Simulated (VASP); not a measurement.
# Rh (Im-3m) in VASP: single point with HSE06

Aim: the single point of Rh with HSE06.

Program: VASP 6.6.1. These are calculated values, not measurements. Logs are shortened: lines on timing, memory, paths and dates and some standing lists are left out, and cuts for length are marked.

### 1 Starting point

The structure is cubic, space group Im-3m (No. 229). Conventional cell: a = 3.028 Å, b = 3.028 Å, c = 3.028 Å, α = 90.00°, β = 90.00°, γ = 90.00°. Around Rh (site symmetry m-3m) lie 8 Rh at 2.62 Å.

This isn't the form of Rh at room conditions, which is fcc.

### 2 Single point, HSE06

The input, POSCAR:

```
Rh
1.0
   -1.5138500000      1.5138500000      1.5138500000
    1.5138500000     -1.5138500000      1.5138500000
    1.5138500000      1.5138500000     -1.5138500000
Rh
1
Direct
    0.0000000000      0.0000000000      0.0000000000
```

The input, INCAR.step1:

```
PREC = Accurate
ENCUT = 520
EDIFF = 1E-5
ISMEAR = 0
SIGMA = 0.1
LREAL = F
LASPH = T
NELM = 60
ALGO = Normal
ISIF = 2
LWAVE = T
LCHARG = F
GGA = PE
```

The input, INCAR.step2:

```
PREC = Accurate
ENCUT = 520
EDIFF = 1E-6
ISMEAR = 0
SIGMA = 0.1
LREAL = F
LASPH = T
NELM = 60
ALGO = Normal
ISIF = 2
LWAVE = F
LCHARG = F
GGA = PE
LHFCALC = T
HFSCREEN = 0.2
PRECFOCK = Fast
ISTART = 1
```

The input, KPOINTS:

```
regular mesh
0
Gamma
  10 10 10
```

Potentials or basis: VASP PAW PBE potentials, release 64 (Rh_pv).

Run with:

```console
> cat potpaw_PBE.64/Rh_pv/POTCAR > POTCAR
> cp INCAR.step1 INCAR
> mpirun -np 1 vasp_std > vasp.out
> cp INCAR.step2 INCAR
> mpirun -np 1 vasp_std > vasp.out
```

OUTCAR:

```text
PREC = Accurate
   ENCUT = 520
   EDIFF = 1E-6
   ISMEAR = 0
   LREAL = F
   LASPH = T
   NELM = 60
   ISIF = 2
   GGA = PE
   LHFCALC = T
   HFSCREEN = 0.2
   PRECFOCK = Fast
   ISTART = 1

 ion  position               nearest neighbor table
   1  0.000  0.000  0.000-

  LATTYP: Found a body centered cubic cell.
 ALAT       =     3.0277000000

  Lattice vectors:

 A1 = (  -1.5138500000,   1.5138500000,   1.5138500000)
 A2 = (   1.5138500000,  -1.5138500000,   1.5138500000)
 A3 = (   1.5138500000,   1.5138500000,  -1.5138500000)

Analysis of symmetry for initial positions (statically):
=====================================================================
 Subroutine PRICEL returns:
 Original cell was already a primitive cell.

 Routine SETGRP: Setting up the symmetry group for a
 body centered cubic supercell.

 Subroutine GETGRP returns: Found 48 space group operations
 (whereof 48 operations were pure point group operations)
 out of a pool of 48 trial point group operations.

The static configuration has the point symmetry O_h .

Analysis of symmetry for dynamics (positions and initial velocities):
=====================================================================
 Subroutine PRICEL returns:
 Original cell was already a primitive cell.

 Routine SETGRP: Setting up the symmetry group for a
 body centered cubic supercell.

 Subroutine GETGRP returns: Found 48 space group operations
 (whereof 48 operations were pure point group operations)
 out of a pool of 48 trial point group operations.

The dynamic configuration has the point symmetry O_h .

 Subroutine INISYM returns: Found 48 space group operations
 (whereof 48 operations are pure point group operations),
 and found     1 'primitive' translations

----------------------------------------------------------------------------------------

                                     Primitive cell

  volume of cell :      13.8774

  direct lattice vectors                    reciprocal lattice vectors
    -1.513850000  1.513850000  1.513850000     0.000000000  0.330283714  0.330283714
     1.513850000 -1.513850000  1.513850000     0.330283714  0.000000000  0.330283714
     1.513850000  1.513850000 -1.513850000     0.330283714  0.330283714  0.000000000

  length of vectors
     2.622065115  2.622065115  2.622065115     0.467091707  0.467091707  0.467091707

  position of ions in fractional coordinates (direct lattice)
     0.000000000  0.000000000  0.000000000

  ion indices of the primitive-cell ions
   primitive index   ion index
                 1           1

----------------------------------------------------------------------------------------

 KPOINTS: regular mesh

Automatic generation of k-mesh.
 Grid dimensions read from file:
 generate k-points for:   10   10   10

 Generating k-lattice:

  Cartesian coordinates                     Fractional coordinates (reciprocal lattice)
     0.000000000  0.033028371  0.033028371     0.100000000  0.000000000  0.000000000
     0.033028371  0.000000000  0.033028371     0.000000000  0.100000000  0.000000000
     0.033028371  0.033028371  0.000000000     0.000000000  0.000000000  0.100000000

  Length of vectors
     0.046709171  0.046709171  0.046709171

  Shift w.r.t. Gamma in fractional coordinates (k-lattice)
     0.000000000  0.000000000  0.000000000

 Subroutine IBZKPT returns following result:
 ===========================================

 Found     47 irreducible k-points:

 Following reciprocal coordinates:
            Coordinates               Weight
  0.000000  0.000000  0.000000      1.000000
  0.100000  0.000000  0.000000     12.000000
  0.200000  0.000000  0.000000     12.000000
  0.300000  0.000000  0.000000     12.000000
  0.400000  0.000000  0.000000     12.000000
  0.500000  0.000000  0.000000      6.000000
[... 16 lines left out ...]
  0.300000  0.300000  0.100000      8.000000
 -0.300000  0.300000  0.100000     24.000000
 [... further k-points ...]
   k-points           NKPTS =     47   k-points in BZ     NKDIM =   1000   number of bands    NBANDS=     11
   number of dos      NEDOS =    301   number of ions     NIONS =      1
   total plane-waves  NPLWV =   8000
   dimension x,y,z NGX =    20 NGY =   20 NGZ =   20
   dimension x,y,z NGXF=    40 NGYF=   40 NGZF=   40
   ions per type =               1
   NGX,Y,Z   is equivalent  to a cutoff of  12.68, 12.68, 12.68 a.u.
   NGXF,Y,Z  is equivalent  to a cutoff of  25.36, 25.36, 25.36 a.u.
 SYSTEM =  unknown system
   PREC   = accura    normal or accurate (medium, high low for compatibility)
   ISTART =      1    job   : 0-new  1-cont  2-samecut
   ICHARG =      0    charge: 1-file 2-atom 10-const
   ISPIN  =      1    spin polarized calculation?
   LNONCOLLINEAR =      F non collinear calculations
   LSORBIT =      F    spin-orbit coupling
   LASPH  =      T    aspherical Exc in radial PAW
   ENCUT  =  520.0 eV  38.22 Ry    6.18 a.u.   4.88  4.88  4.88*2*pi/ulx,y,z
   NELM   =     60;   NELMIN=  2; NELMDL=  0     # of ELM steps
   EDIFF  = 0.1E-05   stopping-criterion for ELM
   LREAL  =      F    real-space projection
   EDIFFG = 0.1E-04   stopping-criterion for IOM
   NSW    =      0    number of steps for IOM
   IBRION =     -1    ionic relax: 0-MD 1-quasi-New 2-CG
   NFREE  =      0    steps in history (QN), initial steepest desc. (CG)
   ISIF   =      2    stress and relaxation
   ISYM   =      3    0-nonsym 1-usesym 2-fastsym
   POTIM  = 0.5000    time-step for ionic-motion
   TEBEG  =    0.0;   TEEND  =   0.0 temperature during run
   PSTRESS=    0.0 pullay stress
   NELECT =      15.0000    total number of electrons
   NUPDOWN=      -1.0000    fix difference up-down
   EMIN   =  10.00;   EMAX   =-10.00  energy-range for DOS
   EFERMI =   0.00;   METHOD = LEGACY
   ISMEAR =     0;   SIGMA  =   0.10  broadening in eV -4-tet -1-fermi 0-gaus
   EFERMI_NEDOS =   21; number of points for ismear=-14 and -15
   IALGO  =     38    algorithm
   IMIX   =      1    mixing-type and parameters
     AMIX     =   0.40;   BMIX     =  1.00
     AMIX_MAG =   1.60;   BMIX_MAG =  1.00
  volume/ion in A,a.u.               =      13.88        93.65
  Fermi-wavevector in a.u.,A,eV,Ry     =   1.680102  3.174933 38.405763  2.822744
  Thomas-Fermi vector in A             =   2.763896
   LORBIT       =      0    0 simple, 1 ext, 2 COOP (PROOUT), +10 PAW based schemes
   GGA     = PE    functional components
   LHFCALC =     T    Hartree Fock is set to
   PRECFOCK=fast      Normal, Fast or Accurate (Low or Medium for compatibility)
   ENCUT4O =  -1.0   cutoff for four orbital integrals eV
   NKREDX  =     1    reduce k-point grid by
   NKREDY  =     1    reduce k-point grid by
   NKREDZ  =     1    reduce k-point grid by
   AEXX    =    0.2500 exact exchange contribution
   HFSCREEN=    0.2000 screening length (either q_TF or 0.3 A-1)
   HFSCREENC=   0.2000 screening length for correlation (either q_TF or 0.3 A-1)
   ENCUTFOCK=  -1.0 apply spherical cutoff to Coloumb kernel
   IVDW    =     0    specifies the selected vdW correction
   LEPSILON=     F    determine dielectric tensor
   LRPA    =     F    only Hartree local field effects (RPA)
 non-spin polarized calculation
 Gauss-broadening in eV      SIGMA  =   0.10
  energy-cutoff  :      520.00
  volume of cell :       13.88
 maximum number of plane-waves:       386
  NGX = 14; NGY = 14; NGZ = 14

 number of electron      14.9999993 magnetization

 Free energy of the ion-electron system (eV)
  ---------------------------------------------------
  ext. energy  EPLUGINS =         0.00000000
  ---------------------------------------------------
  free energy    TOTEN  =        -8.14410283 eV

  energy without entropy =       -8.13774349  energy(sigma->0) =       -8.14092316

 E-fermi :  10.8107     XC(G=0): -11.3027

 val. band max:       10.7798714992   @ k =  -0.3000   0.3000   0.1000
 cond. band min:      10.8759777989   @ k =   0.3000   0.0000   0.0000
 fundamental gap:      0.0961062997
 Fermi energy:        10.8107222113

 k-point     1 :       0.0000    0.0000    0.0000
  band No.  band energies     occupation
      1     -37.8859      2.00000
      2     -37.8859      2.00000
      3     -37.8859      2.00000
      4       2.6970      2.00000
      5       7.6075      2.00000
      6       7.6075      2.00000
      7       7.6075      2.00000
      8      10.0021      2.00000
      9      10.0021      2.00000
     10      30.9576      0.00000
     11      30.9576      0.00000

 k-point     2 :       0.1000    0.0000    0.0000
  band No.  band energies     occupation
      1     -37.9711      2.00000
      2     -37.9142      2.00000
      3     -37.8877      2.00000
      4       3.1672      2.00000
      5       7.4230      2.00000
      6       7.6127      2.00000
      7       8.0175      2.00000
      8       9.8027      2.00000
      9      10.0399      2.00000
     10      31.0956      0.00000
     11      31.1209      0.00000

 k-point     3 :       0.2000    0.0000    0.0000
  band No.  band energies     occupation
      1     -38.1914      2.00000
      2     -37.9881      2.00000
      3     -37.8928      2.00000
      4       4.2770      2.00000
      5       6.9661      2.00000
      6       7.6948      2.00000
      7       9.1871      2.00000
      8       9.5990      2.00000
      9      10.1596      2.00000
     10      30.3057      0.00000
     11      30.6634      0.00000
[... 267 lines left out ...]
 k-point    23 :       0.3000    0.3000    0.1000
  band No.  band energies     occupation
      1     -38.4340      2.00000
      2     -38.4340      2.00000
      3     -38.0815      2.00000
      4       5.7538      2.00000
      5       7.2469      2.00000
      6       7.2469      2.00000
      7      10.5728      1.99923
      8      10.5728      1.99923
      9      21.4006      0.00000
     10      21.4006      0.00000
     11      21.9260      0.00000

 k-point    24 :      -0.3000    0.3000    0.1000
  band No.  band energies     occupation
      1     -38.4482      2.00000
      2     -38.1094      2.00000
      3     -37.9639      2.00000
      4       5.1838      2.00000
      5       6.8549      2.00000
      6       7.9231      2.00000
      7       9.4118      2.00000
      8      10.7799      1.33738
      9      11.3781      0.00000
     10      27.4672      0.00000
     11      29.4698      0.00000

 [... further k-points ...]

------------------------ aborting loop because EDIFF is reached ----------------------------------------

  FORCE on cell =-STRESS in cart. coord.  units (eV):
  Direction    XX          YY          ZZ          XY          YZ          ZX
  --------------------------------------------------------------------------------------
  -------------------------------------------------------------------------------------
  Total        0.0620825      0.0620825      0.0620825      0.0000000      0.0000000      0.0000000
  in kB        7.1675563      7.1675563      7.1675563      0.0000000      0.0000000      0.0000000
  external PRESSURE =       7.1675563 kB  Pullay stress =       0.0000000 kB

 VOLUME and BASIS-vectors are now :
 -----------------------------------------------------------------------------
  energy-cutoff  :      520.00
  volume of cell :       13.88
      direct lattice vectors                 reciprocal lattice vectors
    -1.513850000  1.513850000  1.513850000     0.000000000  0.330283714  0.330283714
     1.513850000 -1.513850000  1.513850000     0.330283714  0.000000000  0.330283714
     1.513850000  1.513850000 -1.513850000     0.330283714  0.330283714  0.000000000

 POSITION                                       TOTAL-FORCE (eV/Angst)
 -----------------------------------------------------------------------------------
      0.00000      0.00000      0.00000        -0.000000      0.000000     -0.000000
 -----------------------------------------------------------------------------------
    total drift:                               -0.000000     -0.000001     -0.000001

  FREE ENERGIE OF THE ION-ELECTRON SYSTEM (eV)
  ---------------------------------------------------
  free  energy   TOTEN  =        -8.1441028277 eV

  energy  without entropy=       -8.1377434878  energy(sigma->0) =       -8.14092316
```

It took 47 min on 1 thread of Intel Xeon 6975P-C (Granite Rapids), shared host; peak memory 0.25 GiB.

What came out:

| Property | Result |
| --- | --- |
| Free energy | -8.1441 eV |
| Pressure | 0.7 GPa |
| Band gap on the k mesh | none (metal or under the smearing width) |

Levels at points of the mesh, in eV from the Fermi level:
```csv
k point,band 5,band 6,band 7,band 8,band 9,band 10,band 11
"(0.00, 0.00, 0.00)",-3.20,-3.20,-3.20,-0.81,-0.81,20.15,20.15
"(0.50, 0.00, 0.00)",-4.90,-0.72,-0.20,1.99,2.45,11.09,16.17
"(0.50, 0.50, 0.50)",-6.67,1.85,1.85,1.85,10.93,10.93,10.93
```

Caveat: the PAW data sets were made with another functional, which shifts forces and pressure a little.
